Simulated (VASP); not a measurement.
The system is ZnSe (Stilleite).

```
Zn Se
1.0
     0.00000    2.82066    2.82066
     2.82066    0.00000    2.82066
     2.82066    2.82066    0.00000
Zn Se
1 1
Direct
  0.00000 0.00000 0.00000
  0.25000 0.25000 0.25000
```

Base run:

```yaml
Program: VASP 6.6.1
Functional: PBE-EpsX
Potentials_or_basis: VASP PAW PBE potentials, release 64 (Zn, Se)
Cutoff: 520 eV
k_mesh: 6 × 6 × 6
Occupations: gaussian, width 0.03 eV
Spin: no spin polarisation
```

Its results: band gap on the k mesh 2.24 eV, direct; pressure 2.6 GPa.

After a change of settings the same cell gave: band gap on the k mesh 2.49 eV, direct; pressure 2.1 GPa. Which change was it?
A. functional from PBE-EpsX to HSE06
B. functional from PBE-EpsX to PBE0
C. functional from PBE-EpsX to PBE

A.

Caveats: the PAW data sets were made with another functional, which shifts forces and pressure a little.
